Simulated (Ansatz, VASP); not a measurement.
## AlN in VASP and in Ansatz

```
Al N
1.0
     3.11100    0.00000    0.00000
    -1.55550    2.69421    0.00000
     0.00000    0.00000    4.97800
Al N
2 2
Direct
  0.33333 0.66667 0.01043
  0.66667 0.33333 0.51043
  0.33333 0.66667 0.36491
  0.66667 0.33333 0.86491
```

Change from the starting cell: mode 7 (584.8 1/cm) frozen in, largest displacement -0.100 Å.

Alike in both runs: task single point; functional PBE; k mesh 12 × 12 × 6; occupations gaussian, width 0.05 eV; no spin polarisation.

|  | VASP | Ansatz |
| --- | --- | --- |
| version | VASP 6.6.1 | Ansatz 0.2.0 |
| potentials or method | VASP PAW PBE potentials, release 64 (Al, N) | scalar-relativistic, plane waves, PAW |
| plane-wave cutoff (eV) | 520 | 420 |
| valence electrons in the cell | 16 | 16 |

|  | VASP | Ansatz | Ansatz less VASP |
| --- | --- | --- | --- |
| gap on the k mesh at the Fermi level (eV) | 4.20 | 4.19 | -0.011 |
| least direct gap on the mesh (eV) | 4.20 | 4.19 | -0.011 |
| pressure (GPa) | 6.9 | 7.1 | +0.23 |
| largest component of the traceless stress (GPa) | 17.10 | 16.93 | -0.171 |
| rms of the force components (eV/Å) | 1.461 | 1.453 | -0.0076 |

Atom by atom the forces differ by 0.008 eV/Å (rms over components).

Caveats: forces of over 1 eV/Å show positions far from the minimum, so gaps and moduli don't describe the material at rest. A k mesh can miss the band edges.
